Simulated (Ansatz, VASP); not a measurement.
**One calculation of Au, two programs**

```
Au
1.0
     2.65785    0.00000    0.00000
     0.00000    2.65785    0.00000
     0.00000    0.00000    2.65785
Au
1
Direct
  0.00000 0.00000 0.00000
```

Alike in both runs: task single point; functional PBEsol; k mesh 13 × 13 × 13; occupations fermi-dirac, width 0.1 eV; no spin polarisation.

```csv
,VASP,Ansatz
version,VASP 6.6.1,Ansatz 0.2.0
potentials or method,"VASP PAW PBE potentials, release 64 (Au)","plane waves (420 eV) with PAW, scalar-relativistic"
plane-wave cutoff (eV),520,420
valence electrons in the cell,11,19
```

Ansatz gave:

- pressure (GPa): 6.0

Task: What did VASP give for the same quantities?

Result: Pressure (GPa): 5.8.

The two sets of potentials don't hold the same shells in valence. Ansatz warned: «pseudo_functional_mismatch».

Caveats: the PAW data sets were made with another functional, which shifts forces and pressure a little (VASP). The runs have no spin-orbit coupling, so splittings on Au are missing.
